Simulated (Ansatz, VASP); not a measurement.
# BP in two plane-wave programs

Wanted: the spread between two codes on one cell, functional and k mesh.

Calculated with Ansatz 0.2.0; plane waves, with VASP 6.6.1 beside it; single point at PBEsol and single point at LDA.

**1. Starting point**

Symmetry: F-43m, No. 216, cubic system. The conventional cell has a = 4.538 Å, b = 4.538 Å, c = 4.538 Å, α = 90.00°, β = 90.00°, γ = 90.00°. P has 4 B at 1.97 Å nearest. Nearest to B lie 4 P at 1.97 Å. Farther neighbours are not listed.

**2. VASP: single point, PBEsol**

A single point gives forces, pressure and levels at one fixed geometry, so differences don't come from the geometry; what else differs is listed under the comparison.

Lines of VASP's logs that name or quote its potential files are left out, and so is its time.

INCAR

```
SYSTEM = BP
PREC = Accurate
ENCUT = 420
EDIFF = 1E-05
NELM = 100
ISMEAR = 0
SIGMA = 0.05
LREAL = .FALSE.
ALGO = Normal
GGA = PS
NBANDS = 10
LORBIT = 11
LWAVE = .FALSE.
LCHARG = .FALSE.
KPAR = 4
```

POSCAR

```
BP
1.0
    0.0000000000      2.2690000000      2.2690000000
    2.2690000000      0.0000000000      2.2690000000
    2.2690000000      2.2690000000      0.0000000000
P B
1 1
Direct
    0.7500000000      0.7500000000      0.7500000000
    0.0000000000      0.0000000000      0.0000000000
```

KPOINTS

```
Automatic mesh
0
Gamma
8 8 8
0 0 0
```

PAW data sets: P and B (PBE family, release 64).

Launch:

```
$ mpirun -np 4 vasp_std
```

Numbers of over 12 decimals in the logs are rounded to 6 here.

The log of the run:

```text
[banner, memory and clock lines left out]
running    4 mpi-ranks, on    1 nodes
 distrk:  each k-point on    1 cores,    4 groups
 distr:  one band on    1 cores,    1 groups

 POSCAR found type information on POSCAR P B
 POSCAR found :  2 types and       2 ions
|                                                                             |
|               ----> ADVICE to this user running VASP <----                  |
|                                                                             |
|     You enforced a specific xc type in the INCAR file but a different       |
|     [... a line on the potential file left out ...]
|     I HOPE YOU KNOW WHAT YOU ARE DOING!                                     |
|                                                                             |

 LDA part: xc-table for (Slater+PW92), standard interpolation
 POSCAR, INCAR and KPOINTS ok, starting setup
 FFT: planning ... GRIDC
 FFT: planning ... GRID_SOFT
 FFT: planning ... GRID
 WAVECAR not read
 entering main loop
       N       E                     dE             d eps       ncg     rms          rms(c)
DAV:   1     0.575352053962E+01    0.57535E+01   -0.35875E+03   588   0.609E+02
DAV:   2    -0.139536608615E+02   -0.19707E+02   -0.19116E+02   818   0.101E+02
DAV:   3    -0.143771259042E+02   -0.42347E+00   -0.42284E+00   706   0.140E+01
DAV:   4    -0.143788527621E+02   -0.17269E-02   -0.17267E-02   730   0.105E+00
DAV:   5    -0.143788615053E+02   -0.87432E-05   -0.87433E-05   672   0.660E-02    0.702E+00
DAV:   6    -0.137779902971E+02    0.60087E+00   -0.13439E+00   642   0.528E+00    0.377E+00
DAV:   7    -0.136789951592E+02    0.98995E-01   -0.24396E-01   730   0.260E+00    0.121E+00
DAV:   8    -0.136695185327E+02    0.94766E-02   -0.27230E-02   682   0.946E-01    0.178E-01
DAV:   9    -0.136696445247E+02   -0.12599E-03   -0.66169E-04   662   0.187E-01    0.997E-02
DAV:  10    -0.136697067269E+02   -0.62202E-04   -0.12287E-04   682   0.699E-02    0.223E-02
DAV:  11    -0.136697104750E+02   -0.37481E-05   -0.43578E-06   392   0.142E-02
   1 F= -.13669710E+02 E0= -.13669710E+02  d E =-.315788E-18
```

OUTCAR, selected parts (step 2):

```text
ion  position               nearest neighbor table
   1  0.750  0.750  0.750-   2 1.97   2 1.97   2 1.97   2 1.97
   2  0.000  0.000  0.000-   1 1.97   1 1.97   1 1.97   1 1.97

  LATTYP: Found a face centered cubic cell.
 ALAT       =     4.5380000000

 Subroutine GETGRP returns: Found 24 space group operations
 (whereof 24 operations were pure point group operations)

The static configuration has the point symmetry T_d .

 Found     29 irreducible k-points:

   k-points           NKPTS =     29   k-points in BZ     NKDIM =     29   number of bands    NBANDS=     10

   dimension x,y,z NGX =    24 NGY =   24 NGZ =   24
   dimension x,y,z NGXF=    48 NGYF=   48 NGZF=   48

   ENCUT  =  420.0 eV  30.87 Ry    5.56 a.u.   5.36  5.36  5.36*2*pi/ulx,y,z

   NELECT =       8.0000    total number of electrons

 k-points in reciprocal lattice and weights: Automatic mesh
   0.00000000  0.00000000  0.00000000       0.002
   0.12500000  0.00000000  0.00000000       0.016
   0.25000000  0.00000000  0.00000000       0.016
   0.37500000  0.00000000  0.00000000       0.016
   0.50000000  0.00000000  0.00000000       0.008
   0.12500000  0.12500000  0.00000000       0.012
   0.25000000  0.12500000  0.00000000       0.047
   0.37500000  0.12500000  0.00000000       0.047
   0.50000000  0.12500000  0.00000000       0.047
[...]
-0.37500000  0.50000000  0.12500000       0.023
  -0.25000000  0.50000000  0.25000000       0.012

 average (electrostatic) potential at core
       1 -81.1727       2 -24.8735

 E-fermi :   7.6976

 k-point     1 :       0.0000    0.0000    0.0000
  band No.  band energies     occupation
      1      -8.0922      2.00000
      2       7.4065      2.00000
      3       7.4065      2.00000
      4       7.4065      2.00000
      5      10.7626      0.00000
      6      10.7626      0.00000
      7      10.7626      0.00000
      8      14.7491      0.00000
      9      18.6479      0.00000
    ...

 k-point     2 :       0.1250    0.0000    0.0000
  band No.  band energies     occupation
      1      -7.8103      2.00000
      2       5.5355      2.00000
      3       6.9732      2.00000
      4       6.9732      2.00000
      5      11.2944      0.00000
      6      11.3596      0.00000
      7      11.3596      0.00000
      8      15.5304      0.00000
      9      18.5771      0.00000
    ...

 k-point     3 :       0.2500    0.0000    0.0000
  band No.  band energies     occupation
      1      -6.9826      2.00000
      2       2.5278      2.00000
      3       6.2804      2.00000
      4       6.2804      2.00000
      5      11.3569      0.00000
      6      12.1262      0.00000
      7      12.1262      0.00000
      8      16.9274      0.00000
      9      18.3057      0.00000
    ...

  Total       -0.2581524     -0.2581524     -0.2581524      0.0000000      0.0000000      0.0000000
  in kB      -17.7032637    -17.7032637    -17.7032637      0.0000000      0.0000000      0.0000000
  external PRESSURE =     -17.7032637 kB  Pullay stress =       0.0000000 kB

  energy-cutoff  :      420.00
  volume of cell :       23.36
      direct lattice vectors                 reciprocal lattice vectors
     0.000000000  2.269000000  2.269000000    -0.220361393  0.220361393  0.220361393
     2.269000000  0.000000000  2.269000000     0.220361393 -0.220361393  0.220361393
     2.269000000  2.269000000  0.000000000     0.220361393  0.220361393 -0.220361393

 POSITION                                       TOTAL-FORCE (eV/Angst)
 -----------------------------------------------------------------------------------
      3.40350      3.40350      3.40350        -0.000000     -0.000000     -0.000000
      0.00000      0.00000      0.00000         0.000000      0.000000      0.000000
 -----------------------------------------------------------------------------------
    total drift:                               -0.000000     -0.000000     -0.000000

  FREE ENERGIE OF THE ION-ELECTRON SYSTEM (eV)
  ---------------------------------------------------
  free  energy   TOTEN  =       -13.6697104750 eV

  energy  without entropy=      -13.6697104750  energy(sigma->0) =      -13.66971048

 total charge
# of ion       s       p       d       tot
------------------------------------------
    1        0.989   1.570   0.000   2.559
    2        0.663   1.268   0.000   1.931
--------------------------------------------------
tot          1.653   2.838   0.000   4.491

[... 3 further parts left out ...]
```

The run ends at a pressure of -1.77 GPa.

**3. Ansatz: single point, PBEsol**

Ansatz runs on its default PAW (the set named soft_2) files.

The same cell, functional, mesh and smearing now go to Ansatz, which takes its cutoff from its data sets.

input.yaml

```yaml
crystal:
  lattice:
    - [0.0, 2.269, 2.269]
    - [2.269, 0.0, 2.269]
    - [2.269, 2.269, 0.0]
  atoms:
    - { symbol: P, position: [0.75, 0.75, 0.75] }
    - { symbol: B, position: [0.0, 0.0, 0.0] }
hamiltonian:
  xc: pbesol
  pseudopotentials: { kind: paw }
kpoints:
  mp_grid: { grid: [8, 8, 8] }
scf:
  occupations: { method: gaussian, width: 0.05 }
  n_extra_bands: 4
output:
  forces: true
  stress: true
  eigenvalues: true
```

Launch:

```
$ ansatz run input.yaml --threads 2 --pin off --max-ram 4608MiB --backend cpu --events-out ev --progress --plain --runs-dir out
```

The log of the run:

```text
scf.n_extra_bands = 4 over 4 filled bands (N_el = 8.0): the run solves 8 bands
Engine: ansatz 0.2.0, aarch64-unknown-linux-gnu
Pseudopotentials: kind: paw
Pseudopotential: P, paw, valence charge 5, recommended cutoff 420 eV (normal), P.paw.azcp
Pseudopotential: B, paw, valence charge 3, recommended cutoff 420 eV (normal), B.paw.azcp
Functional definition: PBEsol
  exchange = pbesol_x
  correlation = pbesol_c
Crystal: 2 atoms, lattice volume = 23.363 Å³
Basis set: ecut = 420 eV, 459 PW (Γ), exchange–correlation on 48×48×48 points (8 copies of the dense FFT grid, shifted against one another)
Bands: 8, of which v1, the nominal top of the filled ones, is band 4 counted from 1 (3 counted from 0)
Symmetry: 24 space group operations
Space group: F-43m (ITA 216), of the structure as read, at distance tolerance 2.9e-5 Å
k-points: 29 of 512 (time reversal used)
Non-local potential: P, projectors of the file, l = 0: 2, l = 1: 2, l = 2: 2
Non-local potential: B, projectors of the file, l = 0: 2, l = 1: 2, l = 2: 1
PAW form: soft (Blöchl's): semilocal exchange-correlation on the pseudo side does not see the compensation charge
PAW frozen core: P, regenerated for the run's functional, and the local potential with it (the file was generated under x = pbe(κ = 0.804, μ = 0.219515), c = pbe(β = 0.066725))
PAW frozen core: B, regenerated for the run's functional, and the local potential with it (the file was generated under x = pbe(κ = 0.804, μ = 0.219515), c = pbe(β = 0.066725))
PAW one-centre angular grid: P, 110 points (default); XC on 64 Gauss nodes
PAW one-centre angular grid: B, 110 points (default); XC on 64 Gauss nodes
Initial density: superposition of atomic densities (neutral atoms: chi_scale 0, normalization atom), corrected by the library's trained network
Initial wavefunctions: pseudopotential atomic-orbital guess
Functional: x = pbesol(κ = 0.804, μ = 0.123457), c = pbesol(β = 0.046)
SCF iter   1: F=—  HF=-893.586871 eV  |F-HF|=—  |Δ(HF+E_count)|=         —  Δρ=4.48e-3  dr2=5.82e-3  ethr=1.77e-3  ⟨swp⟩=6.2  Hψ=2135  notcnv=0
preconditioner: auto → none  [insulator: Δε(μ)=1.134 eV  Ē_g=12.749 eV  σ=0.050 eV  W_gap=1.00  n_scr=0 (ndim 8)  ℏωp=21.7 eV  f_vac=0.000  D(μ)=0.00/eV (n_scr^D=0)  ε∞_Penn≈3.9]
SCF iter   2: F=—  HF=-893.585544 eV  |F-HF|=—  |Δ(HF+E_count)|=   1.33e-3  Δρ=1.61e-3  dr2=6.59e-4  ethr=7.27e-5  ⟨swp⟩=2.0  Hψ=542  notcnv=0
SCF iter   3: F=—  HF=-893.585391 eV  |F-HF|=—  |Δ(HF+E_count)|=   1.53e-4  Δρ=5.25e-4  dr2=5.82e-5  ethr=8.24e-6  ⟨swp⟩=2.4  Hψ=347  notcnv=0
SCF iter   4: F=—  HF=-893.585389 eV  |F-HF|=—  |Δ(HF+E_count)|=   1.93e-6  Δρ=1.25e-4  dr2=1.94e-6  ethr=7.27e-7  ⟨swp⟩=2.1  Hψ=348  notcnv=0
SCF iter   5: F=—  HF=-893.585390 eV  |F-HF|=—  |Δ(HF+E_count)|=   1.02e-6  Δρ=3.16e-5  dr2=2.99e-7  ethr=2.43e-8  ⟨swp⟩=2.3  Hψ=337  notcnv=0
SCF iter   6: F=-893.585390 eV  HF=-893.585390 eV  |F-HF|=2.14e-8  |Δ(HF+E_count)|=   8.76e-8  Δρ=1.02e-5  dr2=2.96e-8  ethr=1.25e-9  ⟨swp⟩=5.2  Hψ=1168  notcnv=0
SCF 1 converged in 6 iterations: F = -893.585390 eV  dr2 = 2.96e-8
  greatest PAW one-centre occupation: 0.771 electrons in one spin orbital (limit 2), on the P atom at site 0 (counted from 0), in its partial waves of l = 0
SCF converged after 6 iterations
Free energy (F): -893.585390 eV
Harris-Foulkes:  -893.585390 eV  (|F-HF|=2.14e-8)
Internal energy: -893.585390 eV  (E = F + TS)
E sigma→0 (E₀):  -893.585390 eV
Fermi energy:    9.807263 eV
--- Per-component energies (eV) ---
  E_band       = 21.690706
  E_kinetic    = 121.394765
  E_local      = -67.692719  (includes V_loc(G=0)·N_el)
  E_nonlocal   = 45.204629
  E_hartree    = 16.739141
  E_xc         = -94.183000
  E_vxc        = -100.349708  (∫ρ·V_xc dr)
  E_paw        = -629.617495  (= ΣΔE_a)
  E_vpaw       = -10.344360  (= ΣTr[D̂ρ^β])
  E_aug_tail   = 0.000000  (compensation charges beyond the density's cutoff)
  E_ewald      = -285.491518
  E_core_change = 0.060807  (= ΣΔE_core)
  E_smearing   = -0.000000  (= −TS)
  E_closure    = 0.000000  (closes the sum)
  Σ components = -893.585390   (vs F -893.585390, Δ=0.00e0)
--- Forces (eV/Å), atoms counted from 1 ---
  atom   1  P      0.00000000     0.00000000     0.00000000
  atom   2  B     -0.00000000     0.00000000    -0.00000000
  max |Σ_I F_I| component: 3.15e-16 eV/Å
--- Stress (GPa, compression-positive) ---
       -1.942973       0.000000      -0.000000
        0.000000      -1.942973       0.000000
       -0.000000       0.000000      -1.942973
  P = ⅓ Tr σ = -1.9430 GPa (-19.430 kbar)
--- Band table (eV; the first three rows and the last of 29) ---
  k-point 0: bands = ["-6.2619", "9.2246", "9.2246", "9.2246", "12.5865", "12.5865", "12.5865", "16.5645"]
  k-point 1: bands = ["-5.9802", "7.3592", "8.7936", "8.7936", "13.1106", "13.1798", "13.1798", "17.3468"]
  k-point 2: bands = ["-5.1531", "4.3547", "8.1031", "8.1031", "13.1682", "13.9411", "13.9411", "18.7447"]
  k-point 28: bands = ["-1.1054", "1.1763", "3.4897", "3.6937", "14.4506", "15.8563", "16.4066", "16.6289"]
```

Wall time 0.99 s (2 threads of Arm Neoverse N1, shared host); peak memory 0.24 GiB; 1.6 s of CPU time.

The column dr2 measures how far the density is from self-consistency, as an energy; F and HF (Harris–Foulkes) agree once it is small.

The run ends at a pressure of -1.94 GPa.

**4. Side by side**

Known differences besides the potentials themselves: Ansatz makes its cores anew for this functional, VASP keeps those of its PBE data sets; VASP leaves aspherical gradient terms in its spheres out (LASPH is not set), Ansatz keeps them. Total energies have different zeros and are not compared.

Both answers:

```tsv
quantity	Ansatz	VASP	difference
pressure (GPa)	-1.94	-1.77	-0.17
pressure without Ansatz's Pulay correction (GPa)	-2.08	-1.77	-0.31
gap on the k mesh (eV)	1.167	1.163	+0.004
```

A gap on the mesh is an upper bound, since the band edges may lie between its points. Ansatz's pressure holds a Pulay correction of 0.13 GPa; VASP's holds none.

**5. What the set-up changes**

Further runs change the set-up of one program: Ansatz's method, potentials or start, or VASP's data sets, cutoff or form of LDA. The table gives Ansatz less VASP for each quantity, since a change that brings one quantity closer may part another.

```tsv
run	pressure (GPa)	gap on the k mesh (eV)
as above	-0.17	0.0041
Ansatz's all-electron LAPW method	-0.23	0.0066
```

**6. Ansatz: single point, LDA, volume scaled by 0.985**

With cell and atoms fixed, the geometry can't cause a difference; cores, projectors, grids and the points listed under the comparison can. The cell compared in this pair holds 22.29 Å³, against 23.36 Å³ for the pair before.

The cell is a member of a volume series, scaled by 0.985 from a relaxed one, so a pressure remains.

input.yaml, the sections that differ from step 3:

```yaml
crystal:
  lattice:
    - [0.0, 2.23356007, 2.23356007]
    - [2.23356007, 0.0, 2.23356007]
    - [2.23356007, 2.23356007, 0.0]
  atoms:
    - { symbol: P, position: [0.75, 0.75, 0.75] }
    - { symbol: B, position: [0.0, 0.0, 0.0] }
hamiltonian:
  xc: lda
  pseudopotentials: { kind: paw }
scf:
  occupations: { method: gaussian, width: 0.03 }
  n_extra_bands: 4
# kpoints, output: as in step 3
```

The log of the run:

```text
[...]
Crystal: 2 atoms, lattice volume = 22.286 Å³
Basis set: ecut = 420 eV, 411 PW (Γ)
Bands: 8, of which v1, the nominal top of the filled ones, is band 4 counted from 1 (3 counted from 0)
Symmetry: 24 space group operations
[...]
k-points: 29 of 512 (time reversal used)
[...]
Free energy (F): -876.632605 eV
[...]
Internal energy: -876.632605 eV  (E = F + TS)
E sigma→0 (E₀):  -876.632605 eV
Fermi energy:    10.291946 eV
[...]
--- Stress (GPa, compression-positive) ---
        2.846474       0.000000      -0.000000
        0.000000       2.846474       0.000000
        0.000000       0.000000       2.846474
  P = ⅓ Tr σ = 2.8465 GPa (28.465 kbar)
--- Band table (eV; the first three rows and the last of 29) ---
[...]
[key lines of the parts left out:]
SCF converged after 6 iterations
```

The job ended after 0.93 s (2 threads; peak memory 0.23 GiB).

The run ends at a pressure of 2.85 GPa.

**7. VASP: single point, LDA, volume scaled by 0.985**

The same cell, functional (in two slightly different forms), mesh and smearing now go to VASP, with its own data sets and cutoff.

The input asks for a relaxation, which ended at its first step since no free force or stress exceeded the threshold; so it serves as a single point.

INCAR

```
SYSTEM = BP
PREC = Accurate
ENCUT = 500
EDIFF = 1E-06
NELM = 100
ISMEAR = 0
SIGMA = 0.03
LREAL = .FALSE.
ALGO = Normal
GGA = CA
NBANDS = 10
LORBIT = 11
LWAVE = .FALSE.
LCHARG = .FALSE.
KPAR = 4
IBRION = 2
NSW = 30
ISIF = 4
EDIFFG = -0.01
```

POSCAR

```
BP
1.0
    0.0000000000      2.2335600709      2.2335600709
    2.2335600709      0.0000000000      2.2335600709
    2.2335600709      2.2335600709      0.0000000000
P B
1 1
Direct
    0.7500000000      0.7500000000      0.7500000000
    0.0000000000      0.0000000000      0.0000000000
```

KPOINTS is that of step 2.

PAW data sets: P and B (LDA family, release 64).

Launch:

```
$ mpirun -np 4 vasp_std
```

The log of the run:

```text
[banner, memory and clock lines left out]
running    4 mpi-ranks, on    1 nodes
[...]
LDA part: xc-table for (Slater(with rela. corr.)+CA(PZ))
 , standard interpolation
 POSCAR, INCAR and KPOINTS ok, starting setup
[...]
entering main loop
       N       E                     dE             d eps       ncg     rms          rms(c)
DAV:   1     0.591083624199E+01    0.59108E+01   -0.38592E+03   580   0.693E+02
DAV:   2    -0.148740359941E+02   -0.20785E+02   -0.19748E+02   786   0.108E+02
DAV:   3    -0.153323066426E+02   -0.45827E+00   -0.45771E+00   716   0.153E+01
DAV:   4    -0.153339139526E+02   -0.16073E-02   -0.16071E-02   708   0.104E+00
[...]
DAV:  10    -0.143940693259E+02    0.36397E-05   -0.13755E-04   652   0.711E-02    0.342E-02
DAV:  11    -0.143940711824E+02   -0.18564E-05   -0.69618E-06   700   0.141E-02    0.384E-02
DAV:  12    -0.143940708642E+02    0.31820E-06   -0.17812E-06   370   0.629E-03
   1 F= -.14394071E+02 E0= -.14394071E+02  d E =-.143941E+02
[...]
reached required accuracy - stopping structural energy minimisation
```

OUTCAR, selected parts (step 7):

```text
  Total        0.3802849      0.3802849      0.3802849     -0.0000000     -0.0000000      0.0000000
  in kB       27.3398886     27.3398886     27.3398886     -0.0000000     -0.0000000      0.0000000
  external PRESSURE =      27.3398886 kB  Pullay stress =       0.0000000 kB

 POSITION                                       TOTAL-FORCE (eV/Angst)
 -----------------------------------------------------------------------------------
      3.35034      3.35034      3.35034        -0.000000      0.000000     -0.000000
      0.00000      0.00000      0.00000         0.000000     -0.000000      0.000000
 -----------------------------------------------------------------------------------
    total drift:                                0.000000      0.000000     -0.000000

  FREE ENERGIE OF THE ION-ELECTRON SYSTEM (eV)
  ---------------------------------------------------
  free  energy   TOTEN  =       -14.3940708642 eV

  energy  without entropy=      -14.3940708642  energy(sigma->0) =      -14.39407086

 reached required accuracy - stopping structural energy minimisation

[... 1 part as in an earlier step ...]

[... 2 further parts left out ...]
[key lines of the parts left out:]
E-fermi :   8.1514
```

**8. Side by side**

What differs besides the data sets and the points named for the pairs above, as far as they apply: the two LDA forms differ slightly; the cutoff is 420 eV in Ansatz and 500 eV in VASP; VASP's log shows a relativistic correction to its local exchange, Ansatz's none. Total energies have different zeros and are not compared.

Both answers:

```tsv
quantity	Ansatz	VASP	difference
pressure (GPa)	2.85	2.73	+0.11
pressure without Ansatz's Pulay correction (GPa)	2.67	2.73	-0.06
gap on the k mesh (eV)	1.167	1.168	-0.001
```

A gap on the mesh is an upper bound, since the band edges may lie between its points. Ansatz's pressure holds a Pulay correction of 0.18 GPa; VASP's holds none.

**9. Other set-ups**

Further runs change the set-up of one program: Ansatz's method, potentials or start, or VASP's data sets, cutoff or form of LDA. The table gives Ansatz less VASP for each quantity, since a change that brings one quantity closer may part another.

```tsv
run	pressure (GPa)	gap on the k mesh (eV)
as above	0.11	-9.8e-4
Ansatz's all-electron LAPW method	0.090	0.0016
```

(Part 1 of 2 ends here.)

[Lines on the potential files, build, host, timing and source positions are cut from VASP's logs without a mark.]

[Logs are printed without paths, hosts, clocks, repeated set-up lines and the standing remarks that a program may print on its own settings, such as how far it seeks lower states.]

[Hosts, paths, dates, database ids (printed as entryN), source tags and the programs' standing remarks are cut or masked in the printed files.]
